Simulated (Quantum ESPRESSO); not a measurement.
# Yb (Im-3m) in Quantum ESPRESSO: convergence with k mesh

Aim: find how far k mesh must go before the results for Yb settle, at PBEsol. This setting moves, with any that are tied to it; all else stays.

Program: Quantum ESPRESSO 7.5. These are calculated values, not measurements. Logs are shortened: lines on timing, memory, paths and dates and some standing lists are left out, and cuts for length are marked.

### 1 The crystal as given

It takes space group Im-3m (No. 229, cubic). The conventional cell has a = 4.303 Å, b = 4.303 Å, c = 4.303 Å, α = 90.00°, β = 90.00°, γ = 90.00°. Yb (site symmetry m-3m) is surrounded by 8 Yb at 3.73 Å.

This isn't the form of Yb at room conditions, which is fcc.

### 2 With k mesh 1 × 1 × 1

File pw.in:

```
&CONTROL
  calculation = 'scf'
  prefix = 'pwscf'
  outdir = './tmp'
  pseudo_dir = './pseudo'
  tprnfor = .true.
  tstress = .true.
  disk_io = 'nowf'
/
&SYSTEM
  ibrav = 0
  nat = 1
  ntyp = 1
  ecutwfc = 50
  ecutrho = 300
  nbnd = 22
  input_dft = 'pbesol'
  occupations = 'smearing'
  smearing = 'fd'
  degauss = 0.00367493
  nspin = 2
  starting_magnetization(1) = 0.0417
/
&ELECTRONS
  conv_thr = 2d-10
  electron_maxstep = 120
  mixing_beta = 0.3
/
ATOMIC_SPECIES
Yb   173.0540 Yb.LDA_PW-JTH.UPF
CELL_PARAMETERS angstrom
  -2.1514830000    2.1514830000    2.1514830000
   2.1514830000   -2.1514830000    2.1514830000
   2.1514830000    2.1514830000   -2.1514830000
ATOMIC_POSITIONS crystal
Yb     0.0000000000    0.0000000000    0.0000000000
K_POINTS automatic
1 1 1 0 0 0
```

Potentials or basis: JTH 2.0 LDA.

Launch:

```console
$ OMP_NUM_THREADS=1 pw.x -in pw.in > pw.out
```

Run time: 44 s. Hardware: 1 thread of Arm Neoverse V1, shared host; peak memory 0.26 GiB.

What came out:

```yaml
Free_energy: -13644.2701 eV
Pressure: -7.6 GPa
Net_moment: 0.00 μB per cell
Absolute_moment: 0.00 μB per cell
Valence_electrons_inside_the_program's_atomic_spheres: Yb 22.76
```

### 3 With k mesh 3 × 3 × 3

pw.in, as its differences from that of step 2:

```diff
@@ -37,2 +37,2 @@
 K_POINTS automatic
-1 1 1 0 0 0
+3 3 3 0 0 0
```

Potentials or basis: JTH 2.0 LDA.

Launch:

```console
$ OMP_NUM_THREADS=1 pw.x -in pw.in > pw.out
```

It took 91 s on 1 thread of Arm Neoverse V1, shared host; peak memory 0.26 GiB.

What came out:

- Free energy: -13638.6391 eV
- Pressure: -3.2 GPa
- Band gap on the k mesh: none (metal or under the smearing width)
- Net moment: 0.59 μB per cell
- Absolute moment: 0.59 μB per cell
- Site moments: Yb +0.28 μB
- Valence electrons inside the program's atomic spheres: Yb 22.73

### 4 With k mesh 4 × 4 × 4

pw.in, as its differences from that of step 3:

```diff
@@ -37,2 +37,2 @@
 K_POINTS automatic
-3 3 3 0 0 0
+4 4 4 0 0 0
```

Launch:

```console
$ OMP_NUM_THREADS=1 pw.x -in pw.in > pw.out
```

Run time: 1.8 min. Hardware: 1 thread of Arm Neoverse V1, shared host; peak memory 0.26 GiB.

Results:

| Property | Result |
| --- | --- |
| Free energy | -13638.8609 eV |
| Pressure | -4.0 GPa |
| Band gap on the k mesh | none (metal or under the smearing width) |
| Net moment | 0.00 μB per cell |
| Absolute moment | 0.00 μB per cell |
| Valence electrons inside the program's atomic spheres | Yb 22.73 |

### 5 With k mesh 5 × 5 × 5

pw.in, as its differences from that of step 4:

```diff
@@ -37,2 +37,2 @@
 K_POINTS automatic
-4 4 4 0 0 0
+5 5 5 0 0 0
```

Launch:

```console
$ OMP_NUM_THREADS=1 pw.x -in pw.in > pw.out
```

Wall time 1.8 min (1 thread of Arm Neoverse V1, shared host); peak memory 0.27 GiB.

Results:

```
Free energy                                           : -13638.8577 eV
Pressure                                              : -4.1 GPa
Band gap on the k mesh                                : none (metal or under the smearing width)
Net moment                                            : 0.00 μB per cell
Absolute moment                                       : 0.00 μB per cell
Valence electrons inside the program's atomic spheres : Yb 22.73
```

### 6 With k mesh 7 × 7 × 7

pw.in, as its differences from that of step 5:

```diff
@@ -37,2 +37,2 @@
 K_POINTS automatic
-5 5 5 0 0 0
+7 7 7 0 0 0
```

Potentials or basis: JTH 2.0 LDA.

Launch:

```console
$ OMP_NUM_THREADS=1 pw.x -in pw.in > pw.out
```

It took 2 min on 1 thread of Arm Neoverse V1, shared host; peak memory 0.28 GiB.

Results (log left out):

* Free energy: -13638.8574 eV
* Pressure: -4.0 GPa
* Band gap on the k mesh: none (metal or under the smearing width)
* Net moment: 0.00 μB per cell
* Absolute moment: 0.00 μB per cell
* Valence electrons inside the program's atomic spheres: Yb 22.73

### 7 With k mesh 8 × 8 × 8

pw.in, as its differences from that of step 6:

```diff
@@ -37,2 +37,2 @@
 K_POINTS automatic
-7 7 7 0 0 0
+8 8 8 0 0 0
```

Launch:

```console
$ OMP_NUM_THREADS=1 pw.x -in pw.in > pw.out
```

Run time: 2.2 min. Hardware: 1 thread of Arm Neoverse V1, shared host; peak memory 0.29 GiB.

It converged, with:

```
Free energy                                           : -13638.8594 eV
Pressure                                              : -4.0 GPa
Band gap on the k mesh                                : none (metal or under the smearing width)
Net moment                                            : 0.00 μB per cell
Absolute moment                                       : 0.00 μB per cell
Valence electrons inside the program's atomic spheres : Yb 22.73
```

### 8 With k mesh 9 × 9 × 9

pw.in, as its differences from that of step 7:

```diff
@@ -37,2 +37,2 @@
 K_POINTS automatic
-8 8 8 0 0 0
+9 9 9 0 0 0
```

Launch:

```console
$ OMP_NUM_THREADS=1 pw.x -in pw.in > pw.out
```

It took 2.3 min on 1 thread of Arm Neoverse V1, shared host; peak memory 0.29 GiB.

It converged, with:

```yaml
Free_energy: -13638.8534 eV
Pressure: -4.0 GPa
Band_gap_on_the_k_mesh: none (metal or under the smearing width)
Net_moment: 0.00 μB per cell
Absolute_moment: 0.00 μB per cell
Valence_electrons_inside_the_program's_atomic_spheres: Yb 22.73
```

### 9 With k mesh 11 × 11 × 11

pw.in, as its differences from that of step 8:

```diff
@@ -37,2 +37,2 @@
 K_POINTS automatic
-9 9 9 0 0 0
+11 11 11 0 0 0
```

Potentials or basis: JTH 2.0 LDA.

Launch:

```console
$ OMP_NUM_THREADS=1 pw.x -in pw.in > pw.out
```

Run time: 3.6 min. Hardware: 1 thread of Arm Neoverse V1, shared host; peak memory 0.32 GiB.

It converged, with:

```
Free energy                                           : -13638.8570 eV
Pressure                                              : -4.0 GPa
Band gap on the k mesh                                : none (metal or under the smearing width)
Net moment                                            : 0.00 μB per cell
Absolute moment                                       : 0.00 μB per cell
Valence electrons inside the program's atomic spheres : Yb 22.73
```

### 10 With k mesh 13 × 13 × 13

pw.in, as its differences from that of step 9:

```diff
@@ -37,2 +37,2 @@
 K_POINTS automatic
-11 11 11 0 0 0
+13 13 13 0 0 0
```

Potentials or basis: JTH 2.0 LDA.

Launch:

```console
$ OMP_NUM_THREADS=1 pw.x -in pw.in > pw.out
```

pw.out:

```text
This program is part of the open-source Quantum ESPRESSO suite
     for quantum simulation of materials; please cite
         "P. Giannozzi et al., J. Phys.:Condens. Matter 21 395502 (2009);
         "P. Giannozzi et al., J. Phys.:Condens. Matter 29 465901 (2017);
         "P. Giannozzi et al., J. Chem. Phys. 152 154105 (2020);
     in publications or presentations arising from this work. More details at

     file Yb.LDA_PW-JTH.UPF: wavefunction(s)  5S 6S 5P 0P 5D 0D 4F 0F renormalized

     IMPORTANT: XC functional enforced from input :
     Exchange-correlation= PBESOL
                           (   1   4  10   8   0   0   0)
     Any further DFT definition will be discarded
     Please, verify this is what you really want

     Message from routine setup:
     using ibrav=0 with symmetry is DISCOURAGED, use correct ibrav instead

     G-vector sticks info
     --------------------
     sticks:   dense  smooth     PW     G-vecs:    dense   smooth      PW
     Sum        1125     739    229                23623    12839    2243

     Using Slab Decomposition

     bravais-lattice index     =            0
     lattice parameter (alat)  =       7.0420  a.u.
     unit-cell volume          =     268.8254 (a.u.)^3
     number of atoms/cell      =            1
     number of atomic types    =            1
     number of electrons       =        24.00
     number of Kohn-Sham states=           22
     kinetic-energy cutoff     =      50.0000  Ry
     charge density cutoff     =     300.0000  Ry
     scf convergence threshold =      2.0E-10
     mixing beta               =       0.3000
     number of iterations used =            8  plain     mixing
     Exchange-correlation= PBESOL
                           (   1   4  10   8   0   0   0)

     celldm(1)=   7.042023  celldm(2)=   0.000000  celldm(3)=   0.000000
     celldm(4)=   0.000000  celldm(5)=   0.000000  celldm(6)=   0.000000

     crystal axes: (cart. coord. in units of alat)
               a(1) = (  -0.577350   0.577350   0.577350 )
               a(2) = (   0.577350  -0.577350   0.577350 )
[... 125 lines left out ...]

     Smooth grid:    12839 G-vectors     FFT dimensions: (  32,  32,  32)

     Generating pointlists ...
     new r_m :   0.4125 (alat units)  2.9048 (a.u.) for type    1

     Initial potential from superposition of free atoms

     starting charge      23.9968, renormalised to      24.0000
     Starting wfcs are   32 randomized atomic wfcs

     Self-consistent Calculation

     iteration #  1     ecut=    50.00 Ry     beta= 0.30
     Davidson diagonalization with overlap
     ethr =  1.00E-02,  avg # of iterations =  7.9

     Threshold (ethr) on eigenvalues was too large:
     Diagonalizing with lowered threshold

     Davidson diagonalization with overlap
     ethr =  5.25E-04,  avg # of iterations =  3.0

     total energy              =   -1002.31945282 Ry
     estimated scf accuracy    <       0.13106338 Ry
[... 81 lines left out ...]
     total magnetization       =     0.08 Bohr mag/cell
     absolute magnetization    =     0.10 Bohr mag/cell

     iteration # 10     ecut=    50.00 Ry     beta= 0.30
     Davidson diagonalization with overlap
     c_bands:  1 eigenvalues not converged
     ethr =  3.12E-06,  avg # of iterations =  4.8

     total energy              =   -1002.43818323 Ry
     estimated scf accuracy    <       0.00669702 Ry

     total magnetization       =     0.02 Bohr mag/cell
     absolute magnetization    =     0.04 Bohr mag/cell
[... 171 lines left out ...]
     iteration # 28     ecut=    50.00 Ry     beta= 0.30
     Davidson diagonalization with overlap
     ethr =  3.68E-12,  avg # of iterations =  2.7

     Magnetic moment per site  (integrated on atomic sphere of radius R)
     atom   1 (R=0.413)  charge= 22.7278  magn= -0.0000

     End of self-consistent calculation

     Number of k-points >= 100: set verbosity='high' to print the bands.

     the Fermi energy is    11.2808 ev

!    total energy              =   -1002.43741973 Ry
     total all-electron energy =     -1002.437420 Ry
     estimated scf accuracy    <          1.0E-10 Ry
     smearing contrib. (-TS)   =      -0.00113608 Ry
     internal energy E=F+TS    =   -1002.43628365 Ry

     The total energy is F=E-TS. E is the sum of the following terms:
     one-electron contribution =    -414.12994641 Ry
     hartree contribution      =     141.23743529 Ry
     xc contribution           =     -34.15318142 Ry
     ewald contribution        =    -257.78973346 Ry
     one-center paw contrib.   =    -437.60085765 Ry

     total magnetization       =    -0.00 Bohr mag/cell
     absolute magnetization    =     0.00 Bohr mag/cell

     convergence has been achieved in  28 iterations

     Forces acting on atoms (cartesian axes, Ry/au):

     atom    1 type  1   force =     0.00000000    0.00000000    0.00000000

     Total force =     0.000000     Total SCF correction =     0.000000

     Computing stress (Cartesian axis) and pressure

          total   stress  (Ry/bohr**3)                   (kbar)     P=      -40.29
  -0.00027390   0.00000000   0.00000000          -40.29        0.00        0.00
   0.00000000  -0.00027390   0.00000000            0.00      -40.29        0.00
   0.00000000   0.00000000  -0.00027390            0.00        0.00      -40.29

=------------------------------------------------------------------------------=
   JOB DONE.
=------------------------------------------------------------------------------=
```

Wall time 4.1 min (1 thread of Arm Neoverse V1, shared host); peak memory 0.35 GiB.

What came out:

```
Free energy                                           : -13638.8559 eV
Pressure                                              : -4.0 GPa
Band gap on the k mesh                                : none (metal or under the smearing width)
Net moment                                            : 0.00 μB per cell
Absolute moment                                       : 0.00 μB per cell
Valence electrons inside the program's atomic spheres : Yb 22.73
```

### 11 Summary

| k mesh | energy less the tightest run, at zero smearing (meV/atom) | pressure (GPa) | absolute moment (μB) | SCF cycles | CPU time (s) | peak memory (GiB) |
| --- | --- | --- | --- | --- | --- | --- |
| 1 × 1 × 1 | -5421.92 | -7.59 | 0.00 | 14 | 44 | 0.26 |
| 3 × 3 × 3 | 222.53 | -3.21 | 0.59 | 30 | 91 | 0.26 |
| 4 × 4 × 4 | -1.07 | -4.02 | 0.00 | 31 | 110 | 0.26 |
| 5 × 5 × 5 | -1.37 | -4.14 | 0.00 | 32 | 110 | 0.27 |
| 7 × 7 × 7 | -2.34 | -3.97 | 0.00 | 28 | 120 | 0.28 |
| 8 × 8 × 8 | -4.75 | -3.99 | 0.00 | 27 | 130 | 0.29 |
| 9 × 9 × 9 | 3.10 | -4.00 | 0.00 | 26 | 140 | 0.29 |
| 11 × 11 × 11 | -1.02 | -4.01 | 0.00 | 32 | 220 | 0.32 |
| 13 × 13 × 13 | 0.00 | -4.03 | 0.00 | 28 | 240 | 0.35 |

Against the tightest run, the pressure stays within 0.1 GPa from 7 × 7 × 7 on; the absolute moment stays within 0.02 μB from 4 × 4 × 4 on. Not settled before the last step: the energy (to 1 meV/atom). Meshes of other sizes hit other points, so gaps and Fermi surfaces needn't settle smoothly. The tightest run that finished is the yardstick and may itself not be fully converged.

Caveats: the potentials were made for another functional, which shifts forces and pressure; spin-orbit coupling is left out, which moves the levels of the heavy elements.
